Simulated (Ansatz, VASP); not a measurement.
## Si: VASP beside Ansatz

INCAR

```
SYSTEM = Si
ALGO = Normal
EDIFF = 1E-7
ENCUT = 520
GGA = PE
ISIF = 2
ISMEAR = -1
LASPH = .TRUE.
LCHARG = .FALSE.
LREAL = .FALSE.
LWAVE = .FALSE.
NBANDS = 8
NELM = 100
PREC = Accurate
SIGMA = 0.08
```

The input KPOINTS:

```
k-points
0
G
  15 15 15
  0 0 0
```

File POSCAR:

```
Si
1.0
    2.1101742343      0.0000000000      0.0000000000
    0.0000000000      2.1101742343      0.0000000000
    0.0000000000      0.0000000000      2.1101742343
Si
1
Direct
    0.0000000000      0.0000000000      0.0000000000
```

Input for Ansatz:

```yaml
crystal:
  lattice:
    - [2.1101742343, 0.0, 0.0]
    - [0.0, 2.1101742343, 0.0]
    - [0.0, 0.0, 2.1101742343]
  atoms:
    - { symbol: Si, position: [0.0, 0.0, 0.0] }
kpoints:
  mp_grid: { grid: [15, 15, 15] }
scf:
  occupations: { method: fermi_dirac, width: 0.08 }
hamiltonian:
  xc: pbe
  pseudopotentials: { kind: all_electron, lapw: { basis_error: 0.001 } }
output:
  forces: true
  stress: true
  eigenvalues: true
  populations: true
```

Change from the starting cell: volume scaled by 0.58, LAPW.

Alike in both runs: task single point; functional PBE; k mesh 15 × 15 × 15; occupations fermi-dirac, width 0.08 eV; no spin polarisation.

|  | VASP | Ansatz |
| --- | --- | --- |
| version | VASP 6.6.1 | Ansatz 0.2.0 |
| potentials or method | VASP PAW PBE potentials, release 64 (Si) | all-electron LAPW, scalar-relativistic |
| plane-wave cutoff (eV) | 520 | see its input |

VASP gave:

| Property | Result |
| --- | --- |
| pressure (GPa) | 164.2 |

Q: What did Ansatz give for the same quantities?

A: Pressure (GPa): 164.1.

Ansatz ran all-electron here, so the differences hold the error of VASP's frozen core and of both bases.

Caveats: the cell as given lies far from equilibrium; so large a pressure means that the cell lies far from this level's equilibrium, or that cutoff or potentials fall short (VASP).
